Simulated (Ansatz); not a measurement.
**Al (bcc)**

The computed numbers are results of PBE with spin–orbit coupling (two-component spinors) in the plane-wave PAW code Ansatz at 420 eV, Γ-centred 18×18×18 mesh, 0.05 eV Gaussian smearing; PAW files: Ansatz's generated set soft_2.

```
Al
1.0
    -1.61792    1.61792    1.61792
     1.61792   -1.61792    1.61792
     1.61792    1.61792   -1.61792
Al
1
Cartesian
  0.0000 0.0000 0.0000
```

At room temperature and ambient pressure Al is fcc.

Cell and atoms are those of this level's equilibrium.

```json
{
  "Space group": "Im-3m (No. 229)",
  "Volume": "16.94 Å³/atom",
  "Magnetic state": "non-magnetic",
  "Site spin moments": "none"
}
```

Estimate the band gap at this level of theory (PBE+SOC).

zero (metallic).

With 3 valence electrons in the calculation's cell and no magnetic order, the Kramers pairs of bands, two electrons each, can't all be full or empty: band theory demands a metal.
